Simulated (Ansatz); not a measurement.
# PbS: the cost of one run

Computed with Ansatz 0.2.0 (DFT PBEsol, scalar-relativistic, plane waves, PAW, unless a step's input says otherwise).

1 further run of the same task is left out (it didn't finish).

**1. The system as given**

Symmetry: Fm-3m, No. 225, cubic system. The conventional cell has a = 5.930 Å, b = 5.930 Å, c = 5.930 Å, α = 90.00°, β = 90.00°, γ = 90.00°. Around Pb (site symmetry m-3m) lie 6 S at 2.97 Å. S (site symmetry m-3m) has 6 Pb at 2.97 Å as nearest neighbours.

Coordinates:

```xyz
2
Lattice="0.0000 2.9650 2.9650 2.9650 0.0000 2.9650 2.9650 2.9650 0.0000" Properties=species:S:1:pos:R:3 pbc="T T T"
Pb    2.9650    2.9650    2.9650
S     0.0000    0.0000    0.0000
```

(A quick probe on a coarse mesh, which set the mesh and smearing, is not shown.)

**3. The relaxation**

input.yaml

```yaml
crystal:
  lattice:
    - [0.0, 2.9650006778, 2.9650006778]
    - [2.9650006778, 0.0, 2.9650006778]
    - [2.9650006778, 2.9650006778, 0.0]
  atoms:
    - { symbol: Pb, position: [0.5, 0.5, 0.5] }
    - { symbol: S, position: [0.0, 0.0, 0.0] }
basis:
  ecutwfc: 420
kpoints:
  mp_grid: { grid: [10, 10, 10] }
hamiltonian:
  xc: pbesol
scf:
  occupations: { method: gaussian, width: 0.01 }
output:
  forces: true
  stress: true
  eigenvalues: true
  write_density: true
  write_potential: true
  elf: true
  volumetric_format: npy
relax:
  adjacent_minimum: "off"
  f_tol: 0.005
  max_steps: 80
  cell: { stress_tol: 0.05 }
```

The run is started by

```sh
ansatz run input.yaml --threads 2 --pin off --max-ram 5632MiB --backend cpu --events-out ev --progress --plain --runs-dir out
```

What time and memory should one allow on 2 threads of Arm Neoverse V1, shared host?

About 5 s, with a peak of 0.35 GiB.
